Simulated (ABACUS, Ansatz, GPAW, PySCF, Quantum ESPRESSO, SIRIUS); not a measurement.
Ir: bulk modulus by level of theory

```xyz
1
Lattice="0.0000 1.9156 1.9156 1.9156 0.0000 1.9156 1.9156 1.9156 0.0000" Properties=species:S:1:pos:R:3 pbc="T T T"
Ir    0.0000    0.0000    0.0000
```

```csv
rung,level,program and potentials,cutoff (eV),k mesh,smearing,core time,chip,bulk modulus (GPa),miss,notes
LDA,LDA,"Ansatz, Ansatz PAW",420,12 × 12 × 12,fermi-dirac 0.05,8 s,Arm Neoverse V1,406.5,+19.9 %,"potentials made for PBE, which Ansatz adapts in part"
GGA,PBE,"Ansatz, Ansatz PAW",420,12 × 12 × 12,fermi-dirac 0.05,8.3 s,Arm Neoverse V1,349.2,+3.0 %,-
meta-GGA,r2SCAN,"Ansatz, Ansatz PAW",500,12 × 12 × 12,fermi-dirac 0.05,18 s,Arm Neoverse V1,378.6,+11.7 %,"potentials made for PBE, which Ansatz adapts in part"
LDA,LDA,"GPAW, the program's PAW data sets (release 1.2.1) made for this functional",600,12 × 12 × 12,fermi-dirac 0.05,47 s,Arm Neoverse V2,(a),?,-
GGA + dispersion,PBEsol+D3(BJ),"GPAW, PAW data sets generated for this functional",600,12 × 12 × 12,fermi-dirac 0.05,50 s,Arm Neoverse V2,413.1,+21.9 %,-
GGA,PBE,"ABACUS, GBRV ultrasoft 1.5 PBE, plane waves",544,10 × 10 × 10,fermi-dirac 0.05,55 s,Intel Xeon Platinum 8488C Sapphire Rapids,346.4,+2.2 %,fit through 4 volumes
GGA,RPBE,"GPAW, the program's PAW data sets (release 1.2.1) made for this functional",600,12 × 12 × 12,fermi-dirac 0.05,66 s,Arm Neoverse V1,333.5,-1.6 %,-
GGA + dispersion,PBEsol+D3(zero damping),"GPAW, PAW data sets generated for this functional",600,12 × 12 × 12,fermi-dirac 0.05,70 s,Arm Neoverse V1,(b),?,-
GGA + dispersion,PBE+D3(BJ),"Quantum ESPRESSO, PseudoDojo 0.4.1 SR PBE standard",925,12 × 12 × 12,fermi-dirac 0.05,2 min,Intel Xeon Platinum 8488C Sapphire Rapids,371.0,+9.4 %,-
hybrid,PBE0,"Ansatz, Ansatz PAW",420,8 × 8 × 8,fermi-dirac 0.05,2.3 min,AMD EPYC 7R13 Zen 3,392.4,+15.8 %,"potentials made for PBE, which Ansatz adapts in part"
GGA,B86bPBE,"ABACUS, SSSP 1.3 efficiency PBE, plane waves",748,10 × 10 × 10,fermi-dirac 0.05,2.6 min,AMD EPYC 7R43 Zen 3,339.6,+0.2 %,potentials made for PBE; fit through 4 volumes
GGA,PBE,"ABACUS, PseudoDojo NC SR 0.4.1 PBE standard, plane waves",925,12 × 12 × 12,fermi-dirac 0.05,3.8 min,AMD EPYC 7571,(c),?,-
GGA,WC,"SIRIUS, all-electron FP-LAPW, apw+lo standard",-,12 × 12 × 12,fermi-dirac 0.05,6.8 min,Intel Xeon Platinum 8259CL Skylake/Cascade Lake,379.2,+11.9 %,-
GGA,PBE,"PySCF, DZVP-MOLOPT-SR/GTH-PBE (potentials made for PBE)",-,4 × 4 × 4,fermi-dirac 0.05,7.6 min,Intel Xeon Platinum 8559C Emerald Rapids,377.7,+11.4 %,coarse mesh; atomic basis
LDA,LDA,"PySCF, DZVP-MOLOPT-SR/GTH-PBE (potentials made for PBE)",-,4 × 4 × 4,fermi-dirac 0.05,11 min,AMD EPYC 7R13 Zen 3,434.4,+28.1 %,coarse mesh; atomic basis; potentials made for PBE
GGA,PBEsol,"PySCF, DZVP-MOLOPT-SR/GTH-PBE (potentials made for PBE)",-,4 × 4 × 4,fermi-dirac 0.05,12 min,AMD EPYC 7R13 Zen 3,416.8,+22.9 %,coarse mesh; atomic basis; potentials made for PBE
```

Times are single runs on shared hosts and different chips, so they are rough; meshes, cutoffs and the tasks' sizes weigh on the time. Task: equation of state. All rows: no spin polarisation. Smearing widths are in eV. The cell comes from a database and isn't always the measured one. For a metal such meshes aren't converged. Meshes differ between rows, which moves values too. Meshes are those of the run's cell of 1 atom unless a note names another. Misses use the values as printed. Runs on faulty files, with rough fits or with known faults for this quantity aren't shown. No row holds spin-orbit coupling.

Measured: 339 GPa (pmc:6586894, doi:10.1038/s41598-019-45401-x). The runs are for a static lattice.

Task: Estimate the values left out from the other rows.

Result: (a) 405.7 GPa, miss +19.7 %; (b) 409.1 GPa, miss +20.7 %; (c) 350.3 GPa, miss +3.3 %.
